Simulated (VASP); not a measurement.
Set up this calculation in VASP 6.6.1, as the native input.

```yaml
Task: single point
Functional: r2SCAN
Potentials_or_basis: VASP PAW PBE potentials, release 64 (Mg)
Cutoff: 520 eV
k_mesh: 15 × 15 × 15
Occupations: gaussian, width 0.1 eV
Spin: no spin polarisation
Dipole_correction: no
Further_INCAR_settings: ALGO = Normal; EDIFF = 1e-07; NBANDS = 10
```

Mg:

```
Mg
1.0
     1.59386    0.92022    7.70855
    -1.59386    0.92022    7.70855
     0.00000   -1.84044    7.70855
Mg
3
Direct
  0.00000 0.00000 0.00000
  0.22203 0.22203 0.22203
  0.77797 0.77797 0.77797
```

This isn't the form of Mg at room conditions, which is hcp.

One way to write it, as run:

POSCAR

```
Mg
1.0
    1.5938640631      0.9202178459      7.7085464394
   -1.5938640631      0.9202178459      7.7085464394
    0.0000000000     -1.8404356918      7.7085464394
Mg
3
Direct
    0.0000000000      0.0000000000      0.0000000000
    0.2220250182      0.2220250182      0.2220250182
    0.7779749818      0.7779749818      0.7779749818
```

INCAR.step1

```
SYSTEM = Mg
  PREC = Accurate
  ENCUT = 520
  ISMEAR = 0
  SIGMA = 0.1
  LREAL = .False.
  LASPH = .True.
  NELM = 100
  NBANDS = 10
  GGA = PE
  ALGO = Normal
  EDIFF = 1E-4
  LWAVE = .True.
  LCHARG = .False.
```

INCAR.step2

```
SYSTEM = Mg
  PREC = Accurate
  ENCUT = 520
  EDIFF = 1E-7
  ISMEAR = 0
  SIGMA = 0.1
  LREAL = .False.
  LASPH = .True.
  NELM = 100
  ALGO = Normal
  ISIF = 2
  LWAVE = .False.
  LCHARG = .False.
  METAGGA = R2SCAN
  LMIXTAU = .True.
  NBANDS = 10
  ISTART = 1
```

KPOINTS

```
regular mesh
0
Gamma
  15 15 15
  0 0 0
```

Potentials or basis: VASP PAW PBE potentials, release 64 (Mg).

Launch:

```bash
$ cat potpaw_PBE.64/Mg/POTCAR > POTCAR
$ cp INCAR.step1 INCAR
$ mpirun -np 1 vasp_std > vasp.out
$ cp INCAR.step2 INCAR
$ mpirun -np 1 vasp_std > vasp.out
```

Results of the run:

The pressure is -0.3 GPa and the band gap on the k mesh is none (metal or under the smearing width).

Caveat: the PAW data sets were made with another functional, which shifts forces and pressure a little.

Run time: 24 min on 1 thread of Intel(R) Xeon(R) 6975P-C (Granite Rapids) (shared host), peak memory 0.69 GiB.
